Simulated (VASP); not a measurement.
# Ru (Pm-3m) in VASP: further runs, part 2 of 2

VASP 6.6.1. The steps go on from the part before.

### 5 Relaxation of cell and atoms, LDA

This run uses another cell than the first one, of 14.64 Å³/atom, 0.978 times its volume.

INCAR reads:

```
SYSTEM = Ru
PREC = Accurate
ENCUT = 600
EDIFF = 1E-6
ISMEAR = -1
SIGMA = 0.1
LREAL = .False.
LASPH = .True.
NELM = 100
ALGO = Normal
ISIF = 3
LWAVE = .False.
LCHARG = .False.
GGA = CA
IBRION = 2
NSW = 80
EDIFFG = -0.01
```

KPOINTS reads:

```
Automatic mesh
0
Gamma
  13 13 13
  0 0 0
```

POSCAR reads:

```
Ru
1.0
    2.4462764308      0.0000000000      0.0000000000
    0.0000000000      2.4462764308      0.0000000000
    0.0000000000      0.0000000000      2.4462764308
Ru
1
Direct
    0.0000000000      0.0000000000      0.0000000000
```

Potentials or basis: VASP PAW LDA potentials, release 64 (Ru_pv).

Run with:

```
$ cat potpaw_LDA.64/Ru_pv/POTCAR > POTCAR
$ mpirun -np 1 vasp_std > vasp.out
```

OUTCAR:

```text
SYSTEM = Ru
   PREC = Accurate
   ENCUT = 600
   EDIFF = 1E-6
   ISMEAR = -1
   LREAL = .False.
   LASPH = .True.
   NELM = 100
   ISIF = 3
   GGA = CA
   IBRION = 2
   NSW = 80
   EDIFFG = -0.01

 ion  position               nearest neighbor table
   1  0.000  0.000  0.000-

  LATTYP: Found a simple cubic cell.
 ALAT       =     2.4462764308

  Lattice vectors:

 A1 = (   2.4462764308,   0.0000000000,   0.0000000000)
 A2 = (   0.0000000000,   2.4462764308,   0.0000000000)
 A3 = (   0.0000000000,   0.0000000000,   2.4462764308)

Analysis of symmetry for initial positions (statically):
=====================================================================
 Subroutine PRICEL returns:
 Original cell was already a primitive cell.

 Routine SETGRP: Setting up the symmetry group for a
 simple cubic supercell.

[... 293 lines left out ...]
      3     -31.0338      2.00000
      4       3.7132      2.00000
      5       5.4537      2.00000
      6       5.4537      2.00000
      7      12.9756      0.00000
      8      12.9756      0.00000
      9      12.9756      0.00000
     10      21.6043      0.00000
     11      28.1399      0.00000
[... 309 lines left out ...]
 k-point    24 :       0.3846    0.3077    0.0000
  band No.  band energies     occupation
      1     -32.0261      2.00000
      2     -31.7637      2.00000
      3     -30.8620      2.00000
      4       5.9413      2.00000
      5       6.8676      2.00000
      6      10.7494      1.97679
      7      10.7619      1.97375
      8      11.3514      0.34306
      9      13.4630      0.00000
     10      20.4209      0.00000
     11      21.6042      0.00000

 [... further k-points ...]

------------------------ aborting loop because EDIFF is reached ----------------------------------------

  FORCE on cell =-STRESS in cart. coord.  units (eV):
  Direction    XX          YY          ZZ          XY          YZ          ZX
  --------------------------------------------------------------------------------------
  -------------------------------------------------------------------------------------
  Total       -0.0082137     -0.0082137     -0.0082137      0.0000000     -0.0000000      0.0000000
  in kB       -0.8764207     -0.8764207     -0.8764207      0.0000000     -0.0000000      0.0000000
  external PRESSURE =      -0.8764207 kB  Pullay stress =       0.0000000 kB
[... 16 lines left out ...]
  FREE ENERGIE OF THE ION-ELECTRON SYSTEM (eV)
  ---------------------------------------------------
  free  energy   TOTEN  =        -9.4929180080 eV

  energy  without entropy=       -9.4497769366  energy(sigma->0) =       -9.47134747

 reached required accuracy - stopping structural energy minimisation
```

CONTCAR:

```text
Ru
   1.00000000000000
     2.4670523012635934   -0.0000000000000000   -0.0000000000000000
    -0.0000000000000000    2.4670523012635934   -0.0000000000000000
     0.0000000000000000   -0.0000000000000000    2.4670523012635934
  Ru
     1
Direct
     0.0000000000000000    0.0000000000000000    0.0000000000000000

  0.00000000E+00  0.00000000E+00  0.00000000E+00
```

Run time: 21 s. Hardware: 1 thread of Intel Xeon Platinum 8259CL at 2.50GHz (Skylake/Cascade Lake), shared host; peak memory 0.13 GiB.

Results:

```
Free energy                            : -9.4929 eV
Relaxed volume                         : 15.02 Å³/atom
Relaxed cell                           : a = 2.467 Å, b = 2.467 Å, c = 2.467 Å, α = 90.00°, β = 90.00°, γ = 90.00°
Space group after relaxing (to 0.05 Å) : Pm-3m (No. 221)
Energy gained by relaxing              : 8.0 meV/atom
Ionic steps                            : 4
Pressure after relaxing                : -0.1 GPa
Band gap on the k mesh                 : none (metal or under the smearing width)
```

The path:
```
step  energy change (eV)  largest force (eV/Å)  pressure (GPa)  volume (Å³)
   1              0.0000                0.0000            7.04        14.64
   2              0.0432                0.0000          -14.98        16.04
   3             -0.0080                0.0000           -0.15        15.02
   4             -0.0080                0.0000           -0.09        15.02
```

Final structure:
```
CELL_PARAMETERS angstrom
2.46705 0.00000 0.00000
0.00000 2.46705 0.00000
0.00000 0.00000 2.46705
ATOMIC_POSITIONS crystal
Ru 0.00000 0.00000 0.00000
```

### 6 Single point, LDA

This run uses another cell than the first one, of 14.37 Å³/atom, 0.960 times its volume.

INCAR reads:

```
SYSTEM = Ru
PREC = Accurate
ENCUT = 520
EDIFF = 1E-6
ISMEAR = -1
SIGMA = 0.1
LREAL = .False.
LASPH = .True.
NELM = 60
ALGO = Normal
ISIF = 2
LWAVE = .False.
LCHARG = .False.
GGA = CA
NBANDS = 13
```

KPOINTS reads:

```
Automatic mesh
0
Gamma
  14 14 14
  0 0 0
```

POSCAR reads:

```
Ru
1.0
    2.4309095140      0.0000000000      0.0000000000
    0.0000000000      2.4309095140      0.0000000000
    0.0000000000      0.0000000000      2.4309095140
Ru
1
Direct
    0.0000000000      0.0000000000      0.0000000000
```

Potentials or basis: VASP PAW LDA potentials, release 64 (Ru_pv).

Run with:

```
$ cat potpaw_LDA.64/Ru_pv/POTCAR > POTCAR
$ mpirun -np 1 vasp_std > vasp.out
```

It took 11 s on 1 thread of Intel Xeon Platinum 8259CL at 2.50GHz (Skylake/Cascade Lake), shared host; peak memory 0.13 GiB.

Results (log left out):

```yaml
Free_energy: -9.4661 eV
Pressure: 13.1 GPa
Band_gap_on_the_k_mesh: none (metal or under the smearing width)
```

Levels at points of the mesh, in eV from the Fermi level:
```csv
k point,band 4,band 5,band 6,band 7,band 8,band 9,band 10,band 11
"(0.00, 0.00, 0.00)",-7.75,-6.09,-6.09,1.92,1.92,1.92,10.38,17.28
"(0.50, 0.00, 0.00)",-5.23,-4.91,-1.16,-1.16,-0.39,2.22,8.29,10.38
"(0.50, 0.50, 0.00)",-7.00,-4.04,-0.55,-0.55,4.14,5.99,5.99,10.38
"(0.50, 0.50, 0.50)",-5.46,-5.46,-5.46,4.34,4.34,8.89,10.38,13.69
```

### 7 Summary

```tsv
task	cell	k mesh	cutoff (eV)	gap on the mesh (eV)	pressure (GPa)
single point	Pm-3m, 14.96 Å³/atom	21 × 21 × 21	520	none	1.0
single point	Pm-3m, 16.16 Å³/atom	14 × 14 × 14	520	none	-16.1
single point	Pm-3m, 14.96 Å³/atom	13 × 13 × 13	520	none	0.9
relaxation of cell and atoms	relaxed	13 × 13 × 13	600	none	-0.1
single point	Pm-3m, 14.37 Å³/atom	14 × 14 × 14	520	none	13.1
```

Alike in all rows: level LDA; potentials or basis VASP PAW LDA potentials, release 64 (Ru_pv); no spin polarisation; smearing fermi-dirac 0.1 eV.

Every run on the cell as given and a fine mesh finds a metal.

Caveats: so large a pressure means that the cell lies far from this level's equilibrium, or that cutoff or potentials fall short (some runs).

Absolute energies hang on the potentials; compare differences alone.
